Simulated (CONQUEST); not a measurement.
**Ta under changes of volume**

One of the cells (18.010 Å³/atom); the others are scaled copies at fixed shape and fractional positions:

```
CELL_PARAMETERS angstrom
3.30256 0.00000 0.00000
0.00000 3.30256 0.00000
0.00000 0.00000 3.30256
ATOMIC_POSITIONS crystal
Ta 0.00000 0.00000 0.00000
Ta 0.50000 0.50000 0.50000
```

```yaml
Program: CONQUEST 1.3
Functional: PBEsol
Potentials_or_basis: PseudoDojo NC PBEsol, DZP, grid of 32 × 32 × 32 points
k_mesh: 8 × 8 × 8
Occupations: fermi-dirac, width 0.05 eV
Spin: no spin polarisation
```

```csv
volume (Å³/atom),energy over the lowest point (meV/atom),pressure (GPa)
16.930,26.82,10.5
17.290,8.46,6.3
17.650,0.00,1.1
18.010,3.09,-3.3
18.371,14.86,-7.0
18.731,?,?
19.091,59.14,-13.1
```

Problem. What does the run at 18.731 Å³/atom give?

Solution. Energy over the lowest point 33.38 meV/atom; pressure -9.4 GPa.

Worked out: A Birch-Murnaghan fit of order 3 (a polynomial in V^(-2/3)) to the other rows has its minimum at 17.73 Å³/atom with B0 = V·E''(V) = 214 GPa and B' = 6.0. It gives 33.64 meV/atom at 18.731 Å³/atom, against the run's 33.38, and -dE/dV = -10.0 GPa, against -9.4.

Energies are extrapolated to zero smearing.

Caveats: the basis of atomic orbitals isn't converged, which shifts pressures, moduli and gaps.
